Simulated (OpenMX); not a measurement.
The system is MoS2.

```
Mo S
1.0
     3.16900    0.00000    0.00000
    -1.58450    2.74443    0.00000
     0.00000    0.00000   12.32400
Mo S
2 4
Direct
  0.66667 0.33333 0.75000
  0.33333 0.66667 0.25000
  0.66667 0.33333 0.37700
  0.33333 0.66667 0.87700
  0.66667 0.33333 0.12300
  0.33333 0.66667 0.62300
```

Base run:

| Item | Value |
| --- | --- |
| Program | OpenMX 3.8.5 |
| Functional | PBE |
| Potentials or basis | OpenMX 2013 PBE set, Mo7.0-s3p2d2, S7.0-s2p2d1f1, grid cutoff 400 Ry |
| k mesh | 11 × 11 × 3 |
| Occupations | fermi-dirac, width 0.05 eV |
| Spin | no spin polarisation |

Its results: band gap on the k mesh 0.89 eV, indirect (least direct gap 1.82 eV); pressure 4.7 GPa; largest force 0.376 eV/Å.

**Question.** The run is repeated on the same cell with these changes: potentials or basis from OpenMX 2013 PBE set, Mo7.0-s3p2d2, S7.0-s2p2d1f1, grid cutoff 400 Ry to OpenMX 2013 PBE set, Mo7.0-s3p2d1, S7.0-s2p2d1, grid cutoff 400 Ry. What comes out?

**Answer.** Band gap on the k mesh 0.93 eV, indirect (least direct gap 1.84 eV); pressure 5.6 GPa; largest force 0.489 eV/Å.

Caveats: this functional lacks dispersion, which binds the layers, so the pressure and a relaxed spacing across them are unreliable; the basis of atomic orbitals isn't converged, which shifts pressures, moduli and gaps; an odd mesh through Γ misses points on the zone boundary, where band edges often lie (some runs).

Not every run made on this cell is shown here.
